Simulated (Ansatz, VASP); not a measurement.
# One calculation of Nb, two programs

The input POSCAR:

```
Nb
1.0
    0.0000000000      2.1150000000      2.1150000000
    2.1150000000      0.0000000000      2.1150000000
    2.1150000000      2.1150000000      0.0000000000
Nb
1
Direct
    0.0000000000      0.0000000000      0.0000000000
```

File INCAR.step1:

```
ALGO = Normal
EDIFF = 1E-5
ENCUT = 520
GGA = PE
ISIF = 2
ISMEAR = -1
LASPH = True
LREAL = False
LWAVE = True
NBANDS = 12
NELM = 60
PREC = Accurate
SIGMA = 0.025
```

File INCAR.step2:

```
AEXX = 0.25
ALGO = Normal
EDIFF = 1E-7
ENCUT = 520
GGA = PE
HFRCUT = -1
ISIF = 2
ISMEAR = -1
ISTART = 1
LASPH = True
LCHARG = True
LELF = True
LHFCALC = True
LREAL = False
LVHAR = True
LWAVE = False
NBANDS = 12
NELM = 60
PREC = Accurate
PRECFOCK = Normal
SIGMA = 0.025
```

Contents of KPOINTS:

```
k-points
0
Gamma
  7 7 7
```

File input.yaml:

```yaml
crystal:
  lattice:
    - [0.0, 2.115, 2.115]
    - [2.115, 0.0, 2.115]
    - [2.115, 2.115, 0.0]
  atoms:
    - { symbol: Nb, position: [0.0, 0.0, 0.0] }
hamiltonian:
  xc: pbe0
  pseudopotentials: { kind: paw, accuracy: stringent }
kpoints:
  mp_grid: { grid: [7, 7, 7] }
scf:
  occupations: { method: fermi_dirac, width: 0.025 }
  n_extra_bands: 6
output:
  forces: true
  stress: true
  eigenvalues: true
  dos: { projected: false, de: 0.05 }
```

This isn't the form of Nb at room conditions, which is bcc.

Alike in both runs: functional PBE0; k mesh 7 × 7 × 7; occupations fermi-dirac, width 0.025 eV; no spin polarisation.

```csv
,VASP,Ansatz
version,VASP 6.6.1,Ansatz 0.2.0
potentials or method,"VASP PAW PBE potentials, release 64 (Nb_sv)",SSSP precision PAW
plane-wave cutoff (eV),520,544
valence electrons in the cell,13,13
task,single point,density of states
```

|  | VASP | Ansatz | Ansatz less VASP |
| --- | --- | --- | --- |
| gap on the k mesh at the Fermi level (eV) | none | none | - |
| pressure (GPa) | -5.9 | -5.0 | +0.92 |

A gap of «none» marks a metal or a gap that the smearing closes. The functional is the same, so the differences come from potentials, cutoffs and numerics.

Caveats: the k mesh is coarse (spacing up to 0.37 Å⁻¹), so the values aren't converged, least of all with exact exchange; the PAW data sets were made with another functional, which shifts forces and pressure a little (VASP); the pressure holds a Pulay correction of +0.9 GPa for the finite cutoff (Ansatz); the density of states is complete only up to the lowest level of the last band computed (Ansatz); the thresholds are loose for stress (Ansatz).
